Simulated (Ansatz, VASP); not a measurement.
## Tl in VASP and in Ansatz

```
CELL_PARAMETERS angstrom
-1.84425 1.84425 1.84425
1.84425 -1.84425 1.84425
1.84425 1.84425 -1.84425
ATOMIC_POSITIONS crystal
Tl 0.00000 0.00000 0.00000
```

Alike in both runs: task single point; functional LDA; k mesh 13 × 13 × 13; occupations fermi-dirac, width 0.1 eV; no spin polarisation.

```csv
,VASP,Ansatz
version,VASP 6.6.1,Ansatz 0.2.0
potentials or method,"VASP PAW LDA potentials, release 64 (Tl_d)","plane waves (420 eV) with PAW, scalar-relativistic"
plane-wave cutoff (eV),520,420
valence electrons in the cell,13,13
```

Ansatz gave:

| Quantity | Value |
| --- | --- |
| pressure (GPa) | 4.5 |

What did VASP give for the same quantities?

Pressure (GPa): 4.6.

Ansatz warned: «pseudo_functional_mismatch».

Spin-orbit coupling is left out, which matters for the levels of Tl.
